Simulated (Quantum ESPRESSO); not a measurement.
Sb under changes of volume

One of the cells (30.206 Å³/atom); the others are scaled copies at fixed shape and fractional positions:

```xyz
2
Lattice="2.1542 1.2437 3.7580 -2.1542 1.2437 3.7580 0.0000 -2.4875 3.7580" Properties=species:S:1:pos:R:3 pbc="T T T"
Sb    0.0000    0.0000    8.6416
Sb    0.0000    0.0000    2.6324
```

* Program: Quantum ESPRESSO 7.5
* Functional: r2SCAN
* Potentials or basis: SG15 PBE 1.2
* Cutoff: 952 eV
* Density cutoff: 3810 eV
* k mesh: 4 × 4 × 4
* Occupations: fermi-dirac, width 0.05 eV
* Spin: no spin polarisation

```tsv
volume (Å³/atom)	energy over the lowest point (meV/atom)	pressure (GPa)	gap on the mesh (eV)	largest force (eV/Å)
28.393	?	?	?	?
28.998	11.44	2.9	0.28	0.166
29.602	3.21	1.5	0.26	0.274
30.206	0.00	0.2	0.25	0.376
30.810	1.29	-0.9	0.24	0.471
31.414	6.59	-1.9	0.24	0.561
32.018	15.46	-2.8	0.23	0.646
```

Question: What does the run at 28.393 Å³/atom give?

Answer: Energy over the lowest point 25.31 meV/atom; pressure 4.5 GPa; gap on the mesh 0.27 eV; largest force 0.050 eV/Å.

Worked out: A Birch-Murnaghan fit of order 3 (a polynomial in V^(-2/3)) to the other rows has its minimum at 30.33 Å³/atom with B0 = V·E''(V) = 58 GPa and B' = 4.7 at fixed shape and positions, which overstates the stiffness. It gives 25.35 meV/atom at 28.393 Å³/atom, against the run's 25.31, and -dE/dV = 4.5 GPa, against 4.5. A straight line through the other rows of the gap, of slope -0.463 eV per unit of ln V, extrapolates to 0.28 eV, against the run's 0.27.

Energies are extrapolated to zero smearing.

Caveats: all runs use coarse meshes; the potentials were made for another functional, which shifts forces and pressure; spin-orbit coupling is left out, which moves the levels of the heavy elements.

A mesh can miss the band edges.
